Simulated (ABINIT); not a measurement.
# AgCl (Fm-3m): one start, several treatments of the self-energy

Aim: compare treatments of exchange, screening and correlation for the gap of AgCl (Fm-3m).

Main program and level: ABINIT 10.8.3; PBE and many-body steps on it, plane waves.

## Step 1: The structure

The structure is cubic, space group Fm-3m (No. 225). The conventional cell has a = 5.545 Å, b = 5.545 Å, c = 5.545 Å, α = 90.00°, β = 90.00°, γ = 90.00°. Ag has 6 Cl at 2.77 Å nearest. Nearest to Cl lie 6 Ag at 2.77 Å. Farther neighbours and most contacts between anions are not listed.

The cell and positions are those that the Materials Project relaxed with its own functionals (PBE, PBE+U or r2SCAN), kept fixed.

## Step 2: Empty states on the mesh, 6×6×6 mesh, 403 bands

This step: ABINIT 10.8.3; DFT, PBE, plane waves, norm-conserving pseudopotentials.

The sums over transitions need many empty states on a uniform mesh; this step solves for them.

Input file run.abi:

```
acell 3*1.0 Angstrom
rprim 
  0.000000000000 2.772662996800 2.772662996800
  2.772662996800 0.000000000000 2.772662996800
  2.772662996800 2.772662996800 0.000000000000
ntypat 2
znucl 47 17
natom 2
typat 1 2
xred 
  0.000000000000 0.000000000000 0.000000000000
  0.500000000000 0.500000000000 0.500000000000
pp_dirpath "pseudos"
pseudos "Ag.upf, Cl.upf"
ecut 37
ngkpt 6 6 6
nshiftk 1
shiftk 0 0 0
kptopt 1
chksymbreak 0
irdden 1
istwfk *1
nband 403
prtvol 0
optdriver 6
gwr_task "HDIAGO"
paral_kgb 0
occopt 1
indata_prefix "in"
outdata_prefix "out"
tmpdata_prefix "tmp"
```

Run with:

```bash
OMP_NUM_THREADS=1 mpirun -n 8 abinit run.abi > log
```

The program printed:

```text
.Version 10.8.3 of ABINIT. v10.8.2 released Aug 2026.

 Symmetries : space group Fm -3 m (#225); Bravais cF (face-center cubic)
[... echo of the input left out ...]
== DATASET  1 ==================================================================
-   mpi_nproc: 8, omp_nthreads: 1 (-1 if OMP is not activated)

--- !DatasetInfo
iteration_state: {dtset: 1, }
dimensions: {natom: 2, nkpt: 16, mband: 403, nsppol: 1, nspinor: 1, nspden: 1, mpw: 3119, }
cutoff_energies: {ecut:  37.0, pawecutdg:  -1.0, }
[...]
Indirect band gap semiconductor
 Fundamental gap:     0.913 (eV)
   VBM:     4.678 (eV) at k: [ 5.0000E-01,  0.0000E+00,  0.0000E+00]
   CBM:     5.591 (eV) at k: [ 0.0000E+00,  0.0000E+00,  0.0000E+00]
 Direct gap:         3.230 (eV) at k: [ 0.0000E+00,  0.0000E+00,  0.0000E+00]

== END DATASET(S) ==============================================================
================================================================================

 -outvars: echo values of variables after computation  --------
           etotal      0.0000000000E+00
            nband         403
             nkpt          16
          spgroup         225
 [... the other variables as echoed above ...]

 Calculation completed.
```

Wall time 46 s (8 MPI ranks of Arm Neoverse V2, shared host); peak memory 4.7 GiB; 6.1 min of CPU time.

Numbers from this step:

```
gap                                                           : 0.9128 eV
k of the valence top                                          : 0.5, 0, 0
k of the conduction bottom                                    : 0, 0, 0
least direct gap                                              : 3.230 eV
k points computed                                             : 16
lowest point of the top converged band, above the valence top : 238.2175 eV
```

On this mesh the gap is 0.913 eV.

The density comes from a self-consistent run that is not shown.

## Step 3: Screening, 6×6×6 mesh, 169 bands, screening to 212.2 eV

The RPA dielectric matrix is built and inverted for each q.

This step: RPA screening on PBE, plane waves, norm-conserving pseudopotentials.

Changes to run.abi since step 2:

```diff
@@ -20,10 +20,11 @@
 chksymbreak 0
-irdden 1
 istwfk *1
-nband 403
-prtvol 0
-optdriver 6
-gwr_task "HDIAGO"
-paral_kgb 0
 occopt 1
+irdwfk 1
+optdriver 3
+nband 169
+ecuteps 7.8
+inclvkb 2
+awtr 1
+symchi 1
 indata_prefix "in"
```

The program printed:

```text
.Version 10.8.3 of ABINIT. v10.8.2 released Aug 2026.

 Symmetries : space group Fm -3 m (#225); Bravais cF (face-center cubic)
[... echo of the input left out ...]
== DATASET  1 ==================================================================
-   mpi_nproc: 8, omp_nthreads: 1 (-1 if OMP is not activated)

--- !DatasetInfo
iteration_state: {dtset: 1, }
dimensions: {natom: 2, nkpt: 16, mband: 169, nsppol: 1, nspinor: 1, nspden: 1, mpw: 3119, }
cutoff_energies: {ecut:  37.0, pawecutdg:  -1.0, }
electrons: {nelect:   2.60000000E+01, charge:   0.00000000E+00, occopt:   1.00000000E+00, tsmear:   1.00000000E-02, }

 SCREENING: Calculation of the susceptibility and dielectric matrices

 Based on a program developped by R.W. Godby, V. Olevano, G. Onida, and L. Reining.
 Incorporated in ABINIT by V. Olevano, G.-M. Rignanese, and M. Torrent.
.Using double precision arithmetic ; gwpc =  8

[... cell and pseudopotentials left out ...]
--------------------------------------------------------------------------------

 ==== K-mesh for the wavefunctions ====
 Number of points in the irreducible wedge :    16
[... list of points left out ...]
 Together with 48 symmetry operations and time-reversal symmetry
 yields   216 points in the full Brillouin Zone.

 ==== Q-mesh for the screening function ====
 Number of points in the irreducible wedge :    16
[... list of points left out ...]
 Together with 48 symmetry operations and time-reversal symmetry
 yields   216 points in the full Brillouin Zone.

 setmesh: FFT mesh size selected  =    30x   30x   30
          total number of points  =        27000

 vcoul_init : cutoff-mode = AUXILIARY_FUNCTION
 q-points for optical limit:   1
     1)      0.000010    0.000020    0.000030

- screening: taking advantage of time-reversal symmetry
- Maximum band index for partially occupied states nbvw = 13
- Remaining bands to be divided among processors   nbcw = 156
- Number of bands treated by each node ~19

 Number of electrons calculated from density =   26.0000; Expected =   26.0000
 average of density, n =  0.090376
 r_s =    1.3824
 omega_plasma =   28.9990 [eV]

 calculating chi0 at frequencies [eV] :
  1    0.000000E+00    0.000000E+00
  2    0.000000E+00    2.899902E+01

--------------------------------------------------------------------------------
  q-point number  1        q = ( 0.000000, 0.000000, 0.000000) [r.l.u.]
--------------------------------------------------------------------------------
[... chi0 elements left out ...]
 For q-point:  0.000010 0.000020 0.000030
  dielectric constant =   4.9448
  dielectric constant without local fields =   5.4104

  Average fulfillment of the sum rule on Im[epsilon] for q-point    1 :     78.30  [%]
[... wings left out ...]
  q-point number  2        q = ( 0.166667, 0.000000, 0.000000) [r.l.u.]
--------------------------------------------------------------------------------
[... chi0 elements left out ...]
  Average fulfillment of the sum rule on Im[epsilon] for q-point    2 :     89.56  [%]

 [... 14 further q-points ...]
```

The job ended after 2.9 min (8 MPI ranks; peak memory 2.9 GiB; 23 min of CPU time).

This step gave:

```yaml
eps_infinity_with_local_fields_on_this_mesh_along_the_program_s_q_direction: 4.945
the_same_without_local_fields: 5.410
plasma_frequency: 29.00 eV
plane_waves_in_the_screening_matrix: 307
```

Local fields lower ε∞ by 9 %.

## Step 4: G0W0, Godby-Needs plasmon pole

The self-energy is evaluated for the states that the input lists, and the levels follow from it, in one-shot runs by the linearised quasiparticle equation.

This step: G0W0 on PBE, plane waves, norm-conserving pseudopotentials.

Changes to run.abi since step 3:

```diff
@@ -23,8 +23,17 @@
 irdwfk 1
-optdriver 3
+optdriver 4
 nband 169
+gwcalctyp 0
+ecutsigx 37
+symsigma 1
+nkptgw 2
+kptgw 
+  0.5000000000 0.0000000000 0.0000000000
+  0.0000000000 0.0000000000 0.0000000000
+bdgw 
+  12 15
+  11 17
 ecuteps 7.8
-inclvkb 2
-awtr 1
-symchi 1
+irdscr 1
+ppmodel 1
 indata_prefix "in"
```

The program printed:

```text
.Version 10.8.3 of ABINIT. v10.8.2 released Aug 2026.

 Symmetries : space group Fm -3 m (#225); Bravais cF (face-center cubic)
[... echo of the input left out ...]
== DATASET  1 ==================================================================
-   mpi_nproc: 8, omp_nthreads: 1 (-1 if OMP is not activated)

--- !DatasetInfo
iteration_state: {dtset: 1, }
dimensions: {natom: 2, nkpt: 16, mband: 169, nsppol: 1, nspinor: 1, nspden: 1, mpw: 3119, }
cutoff_energies: {ecut:  37.0, pawecutdg:  -1.0, }
electrons: {nelect:   2.60000000E+01, charge:   0.00000000E+00, occopt:   1.00000000E+00, tsmear:   1.00000000E-02, }

 SIGMA: Calculation of the GW corrections

 Based on a program developped by R.W. Godby, V. Olevano, G. Onida, and L. Reining.
 Incorporated in ABINIT by V. Olevano, G.-M. Rignanese, and M. Torrent.
.Using double precision arithmetic ; gwpc =  8

[... cell and pseudopotentials left out ...]
--------------------------------------------------------------------------------

 ==== K-mesh for the wavefunctions ====
 Number of points in the irreducible wedge :    16
[... list of points left out ...]
 Together with 48 symmetry operations and time-reversal symmetry
 yields   216 points in the full Brillouin Zone.

 ==== Q-mesh for screening function ====
 Number of points in the irreducible wedge :    16
[... list of points left out ...]
 Together with 48 symmetry operations and time-reversal symmetry
 yields   216 points in the full Brillouin Zone.

 vcoul_init : cutoff-mode = AUXILIARY_FUNCTION
 q-points for optical limit:   1
     1)      0.000010    0.000020    0.000030
 setmesh: FFT mesh size selected  =    45x   45x   45
          total number of points  =        91125

 Number of electrons calculated from density =   26.0000; Expected =   26.0000
 average of density, n =  0.090376
 r_s =    1.3824
 omega_plasma =   28.9990 [eV]

 === KS Band Gaps ===
  >>>> For spin  1
   Minimum direct gap =   3.2296 [eV], located at k-point      :   0.0000  0.0000  0.0000
   Fundamental gap    =   0.9128 [eV], Top of valence bands at :   0.5000  0.0000  0.0000
                                       Bottom of conduction at :   0.0000  0.0000  0.0000
 SIGMA fundamental parameters:
 PLASMON POLE MODEL  1
 number of plane-waves for SigmaX                 3119
 number of plane-waves for SigmaC and W            307
 number of plane-waves for wavefunctions          3119
 number of bands                                   169
 number of independent spin polarizations            1
 number of spinorial components                      1
 number of k-points in IBZ                          16
 number of q-points in IBZ                          16
 number of symmetry operations                      48
 number of k-points in BZ                          216
 number of q-points in BZ                          216
 number of frequencies for dSigma/dE                 9
 frequency step for dSigma/dE [eV]                0.25
 number of omega for Sigma on real axis              0
 max omega for Sigma on real axis  [eV]           0.00
 zcut for avoiding poles [eV]                     0.10

 EPSILON^-1 parameters (SCR file):
 dimension of the eps^-1 matrix on file            307
 dimension of the eps^-1 matrix used               307
 number of plane-waves for wavefunctions          3119
 number of bands                                   169
 number of q-points in IBZ                          16
 number of frequencies                               2
 number of real frequencies                          1
 number of imag frequencies                          1

 matrix elements of self-energy operator (all in [eV])

 Perturbative Calculation

--- !SelfEnergy_ee
iteration_state: {dtset: 1, }
kpoint     : [   0.500,    0.000,    0.000, ]
spin       : 1
KS_gap     :    4.239
QP_gap     :    5.415
Delta_QP_KS:    1.176
data: !SigmaeeData |
     Band     E0 <VxcDFT>   SigX SigC(E0)      Z dSigC/dE  Sig(E)    E-E0       E
       12   4.678 -21.526 -26.477   3.630   0.796  -0.256 -22.577  -1.051   3.627
       13   4.678 -21.526 -26.477   3.630   0.796  -0.256 -22.577  -1.051   3.627
       14   8.917  -9.101  -4.939  -4.012   0.837  -0.194  -8.976   0.125   9.042
       15  11.220 -13.714  -7.722  -5.196   0.802  -0.247 -13.076   0.638  11.858

--- !SelfEnergy_ee
iteration_state: {dtset: 1, }
kpoint     : [   0.000,    0.000,    0.000, ]
spin       : 1
KS_gap     :    3.230
QP_gap     :    4.747
Delta_QP_KS:    1.517
data: !SigmaeeData |
     Band     E0 <VxcDFT>   SigX SigC(E0)      Z dSigC/dE  Sig(E)    E-E0       E
       11   2.361 -14.531 -18.773   2.592   0.790  -0.266 -15.834  -1.303   1.058
       12   2.361 -14.531 -18.773   2.592   0.790  -0.266 -15.834  -1.303   1.058
       13   2.361 -14.531 -18.773   2.592   0.790  -0.266 -15.834  -1.303   1.058
       14   5.591 -10.859  -6.734  -3.868   0.831  -0.204 -10.645   0.214   5.805
       15  15.379 -12.293  -6.949  -4.561   0.821  -0.218 -11.650   0.643  16.021
       16  15.379 -12.293  -6.949  -4.561   0.821  -0.218 -11.650   0.643  16.021
       17  15.379 -12.293  -6.949  -4.561   0.821  -0.218 -11.650   0.643  16.021

== END DATASET(S) ==============================================================
================================================================================

 -outvars: echo values of variables after computation  --------
           etotal      0.0000000000E+00
            nband         169
             nkpt          16
          spgroup         225
 [... the other variables as echoed above ...]

 Calculation completed.
```

The job ended after 22 s (8 MPI ranks; peak memory 3 GiB).

Numbers from this step:

```yaml
g0w0_gap_on_the_points_computed: 2.178 eV
starting_gap_on_the_mesh: 0.9128 eV
k_of_the_valence_top: 0.5, 0, 0
k_of_the_conduction_bottom: 0, 0, 0
z_at_the_valence_top: 0.796
z_at_the_conduction_bottom: 0.831
least_direct_g0w0_gap_on_the_computed_points: 4.747 eV
```

The gap on the mesh goes from 0.91 eV to 2.18 eV, a correction of +1.27 eV.

## Step 5: G0W0, Hybertsen-Louie plasmon pole

Changes to run.abi since step 4:

```diff
@@ -37,3 +37,3 @@
 irdscr 1
-ppmodel 1
+ppmodel 2
 indata_prefix "in"
```

The program printed:

```text
.Version 10.8.3 of ABINIT. v10.8.2 released Aug 2026.

 Symmetries : space group Fm -3 m (#225); Bravais cF (face-center cubic)
[... echo of the input left out ...]
== DATASET  1 ==================================================================
-   mpi_nproc: 8, omp_nthreads: 1 (-1 if OMP is not activated)

--- !DatasetInfo
iteration_state: {dtset: 1, }
dimensions: {natom: 2, nkpt: 16, mband: 169, nsppol: 1, nspinor: 1, nspden: 1, mpw: 3119, }
cutoff_energies: {ecut:  37.0, pawecutdg:  -1.0, }
electrons: {nelect:   2.60000000E+01, charge:   0.00000000E+00, occopt:   1.00000000E+00, tsmear:   1.00000000E-02, }

 SIGMA: Calculation of the GW corrections

 Based on a program developped by R.W. Godby, V. Olevano, G. Onida, and L. Reining.
 Incorporated in ABINIT by V. Olevano, G.-M. Rignanese, and M. Torrent.
.Using double precision arithmetic ; gwpc =  8

[... cell and pseudopotentials left out ...]
--------------------------------------------------------------------------------

 ==== K-mesh for the wavefunctions ====
 Number of points in the irreducible wedge :    16
[... list of points left out ...]
 Together with 48 symmetry operations and time-reversal symmetry
 yields   216 points in the full Brillouin Zone.

 ==== Q-mesh for screening function ====
 Number of points in the irreducible wedge :    16
[... list of points left out ...]
 Together with 48 symmetry operations and time-reversal symmetry
 yields   216 points in the full Brillouin Zone.

 vcoul_init : cutoff-mode = AUXILIARY_FUNCTION
 q-points for optical limit:   1
     1)      0.000010    0.000020    0.000030
 setmesh: FFT mesh size selected  =    45x   45x   45
          total number of points  =        91125

 Number of electrons calculated from density =   26.0000; Expected =   26.0000
[...]
number of omega for Sigma on real axis              0
 max omega for Sigma on real axis  [eV]           0.00
 zcut for avoiding poles [eV]                     0.10

 EPSILON^-1 parameters (SCR file):
 dimension of the eps^-1 matrix on file            307
 dimension of the eps^-1 matrix used               307
 number of plane-waves for wavefunctions          3119
 number of bands                                   169
 number of q-points in IBZ                          16
 number of frequencies                               2
 number of real frequencies                          1
 number of imag frequencies                          1

 matrix elements of self-energy operator (all in [eV])

 Perturbative Calculation

--- !SelfEnergy_ee
iteration_state: {dtset: 1, }
kpoint     : [   0.500,    0.000,    0.000, ]
spin       : 1
KS_gap     :    4.239
QP_gap     :    5.498
Delta_QP_KS:    1.259
data: !SigmaeeData |
     Band     E0 <VxcDFT>   SigX SigC(E0)      Z dSigC/dE  Sig(E)    E-E0       E
       12   4.678 -21.526 -26.477   3.243   0.850  -0.176 -22.978  -1.452   3.227
       13   4.678 -21.526 -26.477   3.243   0.850  -0.176 -22.978  -1.452   3.227
       14   8.917  -9.101  -4.939  -4.381   0.877  -0.140  -9.293  -0.192   8.725
[...]
--- !SelfEnergy_ee
iteration_state: {dtset: 1, }
kpoint     : [   0.000,    0.000,    0.000, ]
spin       : 1
KS_gap     :    3.230
QP_gap     :    4.956
Delta_QP_KS:    1.726
data: !SigmaeeData |
     Band     E0 <VxcDFT>   SigX SigC(E0)      Z dSigC/dE  Sig(E)    E-E0       E
[...]
16  15.379 -12.293  -6.949  -4.807   0.869  -0.151 -11.826   0.466  15.845
       17  15.379 -12.293  -6.949  -4.807   0.869  -0.151 -11.826   0.466  15.845

== END DATASET(S) ==============================================================
================================================================================

 -outvars: echo values of variables after computation  --------
           etotal      0.0000000000E+00
            nband         169
             nkpt          16
          spgroup         225
 [... the other variables as echoed above ...]

 Calculation completed.
```

Run time: 22 s. Hardware: 8 MPI ranks; peak memory 2.8 GiB.

Numbers from this step:

```yaml
g0w0_gap_on_the_points_computed: 2.151 eV
starting_gap_on_the_mesh: 0.9128 eV
k_of_the_valence_top: 0.5, 0, 0
k_of_the_conduction_bottom: 0, 0, 0
z_at_the_valence_top: 0.85
z_at_the_conduction_bottom: 0.872
least_direct_g0w0_gap_on_the_computed_points: 4.956 eV
```

Against G0W0 in ABINIT (6×6×6 mesh, 169 bands, screening to 212.2 eV, Godby-Needs plasmon pole), the gap moves by −0.027 eV.

## Step 6: G0W0, von der Linden-Horsch plasmon pole

Changes to run.abi since step 5:

```diff
@@ -37,3 +37,3 @@
 irdscr 1
-ppmodel 2
+ppmodel 3
 indata_prefix "in"
```

The program printed:

```text
.Version 10.8.3 of ABINIT. v10.8.2 released Aug 2026.

 Symmetries : space group Fm -3 m (#225); Bravais cF (face-center cubic)
[... echo of the input left out ...]
== DATASET  1 ==================================================================
-   mpi_nproc: 8, omp_nthreads: 1 (-1 if OMP is not activated)

--- !DatasetInfo
iteration_state: {dtset: 1, }
dimensions: {natom: 2, nkpt: 16, mband: 169, nsppol: 1, nspinor: 1, nspden: 1, mpw: 3119, }
cutoff_energies: {ecut:  37.0, pawecutdg:  -1.0, }
[...]
Band     E0 <VxcDFT>   SigX SigC(E0)      Z dSigC/dE  Sig(E)    E-E0       E
[...]
16  15.379 -12.293  -6.949  -4.969   0.888  -0.127 -11.960   0.333  15.711
       17  15.379 -12.293  -6.949  -4.969   0.888  -0.127 -11.960   0.333  15.711

== END DATASET(S) ==============================================================
================================================================================

 -outvars: echo values of variables after computation  --------
           etotal      0.0000000000E+00
            nband         169
             nkpt          16
          spgroup         225
 [... the other variables as echoed above ...]

 Calculation completed.
```

Run time: 11 s. Hardware: 8 MPI ranks; peak memory 2.6 GiB; 87 s of CPU time.

Numbers from this step:

| Property | Result |
| --- | --- |
| G0W0 gap on the points computed | 2.015 eV |
| starting gap on the mesh | 0.9128 eV |
| k of the valence top | 0.5, 0, 0 |
| k of the conduction bottom | 0, 0, 0 |
| least direct G0W0 gap on the computed points | 4.852 eV |

Against G0W0 in ABINIT (6×6×6 mesh, 169 bands, screening to 212.2 eV, Godby-Needs plasmon pole), the gap moves by −0.163 eV.

(Part 1 of 2 ends here.)

[Paths, hosts, dates, memory and timing lines, banners, echoed tables and standing remarks are left out of the program output.]

[Logs are printed without paths, hosts, clocks, repeated set-up lines and the standing remarks that a program may print on its own settings, such as how far it seeks lower states.]

[Runs of the session that timed out or met a known fault of the program may be left out.]

[Hosts, paths, dates, database ids (printed as entryN), source tags and the programs' standing remarks are cut or masked in the printed files.]

[G0W0 gaps are taken among the corrected bands and points alone; a level outside them can change the order at an edge.]

[Where Ansatz stands beside ABINIT at settings called matched, ABINIT's density can come from a denser mesh and the files from another edition; pairs whose starting gaps differed by over 0.03 eV were left out, so agreement reads better than it is.]
